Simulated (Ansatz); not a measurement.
# Trial structures of Nd3H2: starts and ends

Theory: DFT PBE, scalar-relativistic, plane waves, PAW, and for the lanthanide a 4f-in-core norm-conserving potential, in Ansatz 0.2.0. All cells share a 660 eV cutoff and Γ-centred k meshes spaced at most about 0.3 Å⁻¹ (about 0.25 or finer for metals, 2π included). No spin polarisation in the final relaxations.

Each guess was relaxed in cell and atoms at zero pressure, within the symmetry of its start. All energies are static (0 K, no zero-point motion). Coordination counts H atoms around Nd (those within 1.25 times the shortest such distance or 1.15 times the sum of covalent radii, 1.27 where that leaves under three; the shortest distance is added where it exceeds 1.18 times the sum of covalent radii; a slash parts the counts of unlike sites).

```
guess    made from  start group  V start (Å³/atom)  end group  V end (Å³/atom)  coordination at the end  gap on mesh (eV)  E over the lowest end (meV/atom)
    1  random cell       P6/mmm               20.3     P6/mmm             22.5                   Nd 2/6                 0                               413
    2  random cell       P6/mmm               21.8     P6/mmm             27.3          Nd 4 from 3.5 Å                 0                               865
    3  Mg3Sb2 type        P-3m1               23.9      P-3m1             20.8                   Nd 3/6                 0                                 0
    4  Dy3Pd2 type       P4/mbm               22.3          ?                ?                        ?                 ?                                 ?
```

Guess 4 as it starts:

```yaml
crystal:
  lattice:
    - [7.57116, 0.00000, 0.00000]
    - [0.00000, 7.57116, 0.00000]
    - [0.00000, 0.00000, 3.88988]
  atoms:
    - { symbol: Nd, position: [0.66493, 0.83507, 0.50000] }
    - { symbol: Nd, position: [0.83507, 0.33507, 0.50000] }
    - { symbol: Nd, position: [0.33507, 0.16493, 0.50000] }
    - { symbol: Nd, position: [0.16493, 0.66493, 0.50000] }
    - { symbol: Nd, position: [0.50000, 0.50000, 0.00000] }
    - { symbol: Nd, position: [0.00000, 0.00000, 0.00000] }
    - { symbol: H, position: [0.63290, 0.13290, 0.00000] }
    - { symbol: H, position: [0.86710, 0.63290, 0.00000] }
    - { symbol: H, position: [0.13290, 0.36710, 0.00000] }
    - { symbol: H, position: [0.36710, 0.86710, 0.00000] }
```

**Question.** Fill in the missing row: what does this guess relax into, and where does it rank?

**Answer.** It ends in space group P4/mbm (No. 127), with a = 6.928 Å, c = 4.797 Å, 23.0 Å³/atom and no gap. It lies 232 meV/atom over the lowest end, above guess 3 and below guess 1. Counting H atoms around Nd, this end has Nd 2/4 and the lowest (guess 3) has Nd 3/6.

```cif
data_structure
_symmetry_space_group_name_H-M 'P 1'
_symmetry_Int_Tables_number 1
_cell_length_a 6.9280
_cell_length_b 6.9280
_cell_length_c 4.7971
_cell_angle_alpha 90.000
_cell_angle_beta 90.000
_cell_angle_gamma 90.000
_cell_volume 230.25
loop_
_atom_site_label
_atom_site_type_symbol
_atom_site_fract_x
_atom_site_fract_y
_atom_site_fract_z
_atom_site_occupancy
Nd1 Nd 0.67098 0.82902 0.50000 1
Nd2 Nd 0.82902 0.32902 0.50000 1
Nd3 Nd 0.32902 0.17098 0.50000 1
Nd4 Nd 0.17098 0.67098 0.50000 1
Nd5 Nd 0.50000 0.50000 0.00000 1
Nd6 Nd 0.00000 0.00000 0.00000 1
H1 H 0.79714 0.29714 0.00000 1
H2 H 0.70286 0.79714 0.00000 1
H3 H 0.29714 0.20286 0.00000 1
H4 H 0.20286 0.70286 0.00000 1
```

The zero of energy is the elements' standard structures at the same level (H₂ as a molecule); no fitted shifts are applied.

**Question.** Is the lowest end bound against the elements?

**Answer.** Yes: its formation energy is −0.28 eV/atom. A negative formation energy is needed for stability but isn't enough: competing phases decide.

With hydrogen, zero-point motion can shift formation energies by some tens of meV/atom. Cells relaxed within their symmetry can be saddle points. A lower structure may well exist outside this small set. Some candidate types were left out of the draw beforehand, so a known form may be missing.

The lanthanide is trivalent by construction, without f bands, f moments or other valences. The reference runs of the other elements, and any phases without the lanthanide, used 420 eV, which shifts energies against them by under 10 meV/atom. The lanthanide's reference is the lowest of its hcp, dhcp and fcc cells.
